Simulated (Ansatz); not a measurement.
# SnO: the cost of one run

Computed with Ansatz 0.2.0 (DFT PBE, scalar-relativistic, plane waves, PAW, unless a step's input says otherwise).

2 further runs of the same task are left out: 2 set aside as unsound or not needed. Runs told in other sessions of the task aren't counted.

## Step 1: The structure to begin with

It takes space group P4/nmm (No. 129, tetragonal). Conventional cell: a = 3.868 Å, b = 3.868 Å, c = 5.067 Å, α = 90.00°, β = 90.00°, γ = 90.00°. Sn (site symmetry 4mm) is surrounded by 4 O at 2.25 Å. O (site symmetry -4m2) has 4 Sn at 2.25 Å in its first shell of neighbours.

Coordinates:

```cif
data_structure
_symmetry_space_group_name_H-M 'P4/nmm:1'
_symmetry_Int_Tables_number 129
_cell_length_a 3.8682
_cell_length_b 3.8682
_cell_length_c 5.0673
_cell_angle_alpha 90.000
_cell_angle_beta 90.000
_cell_angle_gamma 90.000
_cell_volume 75.82
loop_
_atom_site_label
_atom_site_type_symbol
_atom_site_symmetry_multiplicity
_atom_site_Wyckoff_symbol
_atom_site_fract_x
_atom_site_fract_y
_atom_site_fract_z
_atom_site_occupancy
Sn1 Sn 2 c 0.00000 0.50000 0.22874 1
O1 O 2 a 0.00000 0.00000 0.00000 1
```

This cell was relaxed beforehand with the same method: volume 18.96 Å³/atom, gap on the mesh 0.50 eV.

## Step 2: Zero of energy

The reference gives a free energy of -13183.4053 eV, pressure 0.01 GPa, largest force 0.000 eV/Å and gap on the mesh 0.50 eV. It was computed beforehand with the settings of the runs below.

## Step 3: The scan: one atom moved over a plane

Atom 3 (O) is moved by p along (1.000, 0.000, 0.000) and q along (0.000, 0.000, 1.000) (Å), all else fixed; its images in the other cells move with it. Points alike by symmetry are run once.

## Step 4: At p = -0.200, q = -0.200

Contents of input.yaml:

```yaml
crystal:
  lattice:
    - [3.8681707514, 0.0, 0.0]
    - [0.0, 3.8681707514, 0.0]
    - [0.0, 0.0, 5.0672768981]
  atoms:
    - { symbol: Sn, position: [0.0, 0.5, 0.2287361932] }
    - { symbol: Sn, position: [0.5, 0.0, 0.7712638068] }
    - { symbol: O, position: [-0.0517040257, 0.0, -0.0394689306] }
    - { symbol: O, position: [0.5, 0.5, 0.0] }
basis:
  ecutwfc: 420
kpoints:
  mp_grid: { grid: [10, 10, 8] }
hamiltonian:
  xc: pbe
scf:
  occupations: { method: gaussian, width: 0.05 }
output:
  forces: true
  stress: true
  eigenvalues: true
  write_density: true
  write_potential: true
  elf: true
  volumetric_format: npy
```

On the command line:

```bash
ansatz run input.yaml --threads 2 --pin off --max-ram 5120MiB --backend cpu --events-out ev --progress --plain --runs-dir out
```

**Question.** How long does this run take on 2 threads of Intel Xeon at 2.50GHz (Skylake/Cascade Lake), shared host, and how much memory does it need?

About 51 s, with a peak of 0.63 GiB.
